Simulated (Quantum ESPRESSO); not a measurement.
PtSe2 and the effect of the dispersion correction

The cell as given:

Symmetry: P-3m1, No. 164, trigonal system. Conventional cell: a = 3.724 Å, b = 3.724 Å, c = 5.062 Å, α = 90.00°, β = 90.00°, γ = 120.00°. Pt (site symmetry -3m) is surrounded by 6 Se at 2.49 Å. Se (site symmetry 3m) is surrounded by 3 Pt at 2.49 Å.

Kept alike: task relaxation of cell and atoms; functional PBEsol; k mesh 8 × 8 × 5; occupations fermi-dirac, width 0.05 eV; no spin polarisation. Program: Quantum ESPRESSO, GBRV 1.5 PBEsol, cutoff 612 eV. The mesh is that of the run's cell of 3 atoms. No spin-orbit coupling.

```csv
dispersion correction,volume (Å³/atom),first edge of the run's cell (Å),third edge of the run's cell (Å)
D3(zero),18.795,3.760,4.604
D3(BJ),18.785,3.738,4.656
D4,18.966,3.743,4.688
none,19.674,3.756,4.831
rVV10,18.719,3.738,4.641
```

The relaxations keep at least the cell's symmetry (P-3m1). For a metal such a mesh leaves the last digits unconverged. Relaxations stop with a little pressure left, so the last digits of a volume or edge aren't settled.

Task: What does the dispersion correction change here?

Result: The volume runs from 18.719 (rVV10) to 19.674 Å³/atom (none). Against no correction: D3(zero) -4.5 %; D3(BJ) -4.5 %; D4 -3.6 %; rVV10 -4.9 %. Dispersion terms mostly attract and so lower the volume; the schemes' coefficients and damping set how far. The first edge of the run's cell runs from 3.738 (D3(BJ); rVV10) to 3.760 Å (D3(zero)). The third edge of the run's cell runs from 4.604 (D3(zero)) to 4.831 Å (none).
